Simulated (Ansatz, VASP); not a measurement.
# One calculation of SnGe2, two programs

```
Ge Sn
1.0
     4.24170    0.00000    0.00000
    -2.12085    3.67342    0.00000
     0.00000    0.00000   10.35772
Ge Sn
4 2
Cartesian
  0.0000 0.0000 9.1340
  2.1208 1.2245 5.5467
  0.0000 2.4489 4.8110
  0.0000 0.0000 1.2237
  0.0000 2.4489 2.1546
  2.1208 1.2245 8.2031
```

Alike in both runs: task single point; functional PBEsol; k mesh 6 × 6 × 2; occupations fermi-dirac, width 0.02 eV; no spin polarisation.

|  | VASP | Ansatz |
| --- | --- | --- |
| version | VASP 6.6.1 | Ansatz 0.2.0 |
| potentials or method | VASP PAW PBE potentials, release 64 (Ge_d, Sn_d) | plane waves |
| plane-wave cutoff (eV) | 520 | 420 |
| valence electrons in the cell | 84 | 84 |

Ansatz gave:

- pressure (GPa): -0.2
- largest component of the traceless stress (GPa): 0.15
- rms of the force components (eV/Å): 0.027

**Question.** Which values does VASP return?

**Answer.** Pressure (GPa): -0.3; largest component of the traceless stress (GPa): 0.14; rms of the force components (eV/Å): 0.027.

With one functional, cell and mesh, what is left measures potentials, basis and numerics.

Caveats: the PAW data sets were made with another functional, which shifts forces and pressure a little (VASP).
